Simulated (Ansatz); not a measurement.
# AlCo (Pm-3m), stationary points along a deformation path

Method: DFT PBEsol, scalar-relativistic, plane waves, PAW (Ansatz). The runs took a 420 eV cutoff, a Γ-centred 24×24×24 mesh and Gaussian smearing (0.15 eV). No spin polarisation. A magnetic state may lie lower. Energies are free energies at this smearing, counted from the undisturbed cell; pressure is positive in compression.

The undisturbed cell (relaxed at this level; it needn't be the usual structure):

```
CELL_PARAMETERS angstrom
2.82259 0.00000 0.00000
0.00000 2.82259 0.00000
0.00000 0.00000 2.82259
ATOMIC_POSITIONS crystal
Al 0.00000 0.00000 0.00000
Co 0.50000 0.50000 0.50000
```

At fixed volume and fractional coordinates, lengths along (0.000, 0.000, 1.000) are scaled against those across it; ρ is that ratio over its starting value. V = 11.244 Å³/atom. Δσ is the stress along the axis less the mean stress across it (compression positive).

```csv
ρ,ΔE (meV/atom),Δσ (GPa),space group
0.650,1194.1,132.38,P4/mmm
0.707,742.6,98.55,P4/mmm
0.780,364.6,67.22,P4/mmm
0.850,145.4,41.44,P4/mmm
0.920,34.8,18.92,P4/mmm
0.960,7.7,8.46,P4/mmm
1.000,0.0,0.00,Pm-3m
1.050,8.1,-6.56,P4/mmm
1.100,27.7,-11.39,P4/mmm
1.200,87.9,-17.28,P4/mmm
1.300,160.3,-21.86,P4/mmm
1.414,261.8,-30.55,P4/mmm
1.500,359.5,-40.81,P4/mmm
```

Problem. How does the stress give the slope of the energy, and where is the energy stationary?

Solution. Along the path d ln(length) is 2/3 d ln ρ on the axis and −1/3 d ln ρ across it, so dE/d ln ρ = −(2/3) V Δσ: the energy falls with ρ where Δσ is positive. Δσ vanishes or changes sign at ρ = 1.000 (Pm-3m), a minimum at 0.0 meV/atom. Pairs of stationary points between two samples would go unseen, and could change a minimum read from distant neighbours into a maximum. At ρ = 1.000 the cell is cubic, where symmetry alone makes the stress isotropic and the slope zero.

Problem. Which shear constant sets the curvature at ρ = 1?

Solution. For a cubic crystal E/V = (2/3) C (ln ρ)² with C = C′ = (C11 − C12)/2, so Δσ = −2C ln ρ. The parabola of Δσ against ln ρ through ρ = 0.960, 1 and 1.050 gives C ≈ 87 GPa with the ions clamped, rough because the steps are large.

Problem. Integrate that slope from ρ = 1 to 1.200 by the trapezoid rule.

Solution. With V/N in Å³ and 1 eV/Å³ = 160.2 GPa the slopes at ρ = 1.000, 1.050, 1.100, 1.200 are 0, 307, 533, 808 meV/atom per unit of ln ρ. The steps add 7.5 + 19.5 + 58.3 = 85.4 meV/atom, against 87.9 from the energies; the trapezoid rule misses the curvature of the slope within each step.

In a metal these slopes depend on the k mesh and the smearing.

Cost: 13 runs of about 2 core-minutes in all, on Intel Xeon 6975P-C (Granite Rapids) (shared hosts).